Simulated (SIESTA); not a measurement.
## NiO2 under changes of volume

One of the cells (15.832 Å³/atom); the others are scaled copies at fixed shape and fractional positions:

```
CELL_PARAMETERS angstrom
1.40213 0.80952 6.97429
-1.40213 0.80952 6.97429
0.00000 -1.61904 6.97429
ATOMIC_POSITIONS crystal
Ni 0.00000 0.00000 0.00000
O 0.37879 0.37879 0.37879
O 0.62121 0.62121 0.62121
```

The cell comes from a database or a generator and needn't be the stable form of this composition.

| Item | Value |
| --- | --- |
| Program | SIESTA 5.4.2 |
| Functional | LDA |
| Potentials or basis | PseudoDojo 0.4 standard (LDA files) |
| Basis | DZP (energy shift 0.003 Ry; two zetas on semicore shells) |
| Grid cutoff | 800 Ry |
| Energy shift | 0.003 Ry |
| k mesh | 8 × 8 × 8 |
| Occupations | fermi-dirac, width 0.05 eV |
| Spin | collinear spin, ferromagnetic start |
| Starting moments | [1.0, 0.0, 0.0] μB |

| volume (Å³/atom) | energy over the lowest point (meV/atom) | pressure (GPa) | gap on the mesh (eV) | largest force (eV/Å) |
| --- | --- | --- | --- | --- |
| 14.882 | ? | ? | ? | ? |
| 15.199 | 0.00 | -0.6 | 1.21 | 0.023 |
| 15.516 | 4.10 | -3.5 | 1.17 | 0.335 |
| 15.832 | 13.46 | -6.0 | 1.14 | 0.619 |
| 16.149 | 27.48 | -8.2 | 1.11 | 0.880 |
| 16.466 | 45.64 | -10.2 | 1.08 | 1.119 |
| 16.782 | 67.50 | -11.9 | 1.05 | 1.340 |

What does the run at 14.882 Å³/atom give?

Energy over the lowest point 1.87 meV/atom; pressure 2.6 GPa; gap on the mesh 1.25 eV; largest force 0.319 eV/Å.

Worked out: A Birch-Murnaghan fit of order 3 (a polynomial in V^(-2/3)) to the other rows has its minimum at 15.13 Å³/atom, just outside them, with B0 = V·E''(V) = 145 GPa and B' = 4.5 at fixed shape and positions, which overstates the stiffness. It gives 1.75 meV/atom at 14.882 Å³/atom, against the run's 1.87, and -dE/dV = 2.5 GPa, against 2.6. A straight line through the other rows of the gap, of slope -1.59 eV per unit of ln V, extrapolates to 1.24 eV, against the run's 1.25.

Energies are extrapolated to zero smearing.

Caveats: short orbitals over semicore shells can move pressures by several GPa; the basis of atomic orbitals isn't converged, which shifts pressures, moduli and gaps; forces of over 1 eV/Å show positions far from the minimum, so gaps and moduli don't describe the material at rest (some runs).

A mesh can miss the band edges.
